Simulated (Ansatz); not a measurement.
## Is this SiO2 structure a true minimum?

The cell was found from a structure generator's guess, not taken from experiment.

These are results of Ansatz, DFT PBE+D3(BJ), scalar-relativistic, plane waves, PAW, not measurements. Settings: cutoff 420 eV, Γ-centred mesh 12×12×12 on the computed 3-atom cell, Gaussian smearing of 0.02 eV; no spin polarisation.

The cell below (3 atoms, space group R-3m (No. 166)) is relaxed within its symmetry.

```
Si O
1.0
     1.34276    0.77524    4.90050
    -1.34276    0.77524    4.90050
     0.00000   -1.55049    4.90050
Si O
1 2
Direct
  0.00000 0.00000 0.00000
  0.39567 0.39567 0.39567
  0.60433 0.60433 0.60433
```

For the test a repeat of it with 6 atoms (edges 2.69, 4.65, 5.14 Å) was strained at random (σ = 1.5 % a component), the atoms were moved at random (σ = 0.05 Å), and all was relaxed again on a coarse 6×4×6 mesh (in the run’s order of axes) with 0.10 eV smearing, with no symmetry imposed.

Task: What happens?

Result: It doesn't return. The energy falls by 10 meV/atom on that mesh, the volume changes by -6.4 %, and the end has space group C2/m (No. 12) at a loose tolerance. Relaxed again on a 10×10×6 mesh with 0.02 eV smearing, the new structure lies 10 meV/atom below the first (mesh in the axes of the run's cell; the cell below is made exact in the group named). Space group C2/m (No. 12), monoclinic, a = 4.654 Å, b = 2.688 Å, c = 4.826 Å, β = 108.5°. Around Si lie 6 O at 1.80 Å; O has 3 Si at 1.80 Å.

```
Si O
1.0
     2.32721   -1.34376    0.00000
     2.32721    1.34376    0.00000
    -1.53467    0.00000    4.57545
Si O
1 2
Cartesian
  0.0000 0.0000 0.0000
  3.1030 0.0000 0.9149
  0.0167 0.0000 3.6605
```
